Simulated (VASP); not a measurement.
Sb, 1 atom in the cell. Symmetry: I4/mmm, No. 139, tetragonal system. Conventional cell: a = 2.988 Å, b = 2.988 Å, c = 5.975 Å, α = 90.00°, β = 90.00°, γ = 90.00°. Sb (site symmetry 4/mmm) is surrounded by 4 Sb at 2.99 Å. This isn't the form of Sb at room conditions, which is rhombohedral.

| Item | Value |
| --- | --- |
| Program | VASP 6.6.1 |
| Task | single point |
| Functional | PBEsol |
| Potentials or basis | VASP PAW PBE potentials, release 64 (Sb) |
| Cutoff | 520 eV |
| k mesh | 20 × 20 × 20 |
| Occupations | gaussian, width 0.15 eV |
| Spin | no spin polarisation |
| Dipole correction | no |
| Further INCAR settings | ALGO = Fast; EDIFF = 1e-06; NBANDS = 8 |

Potentials or basis: VASP PAW PBE potentials, release 64 (Sb).

Run with:

```console
$ cat potpaw_PBE.64/Sb/POTCAR > POTCAR
$ mpirun -np 1 vasp_std > vasp.out
```

Hardware: 1 thread of Intel(R) Xeon(R) Platinum 8488C (Sapphire Rapids), with other jobs on the host.

**Question.** How long does it take, and how much memory?

**Answer.** Run time: 76 s on 1 thread of Intel(R) Xeon(R) Platinum 8488C (Sapphire Rapids), on a shared host, peak memory 0.26 GiB. Counts: scf iterations 10, k points 641.
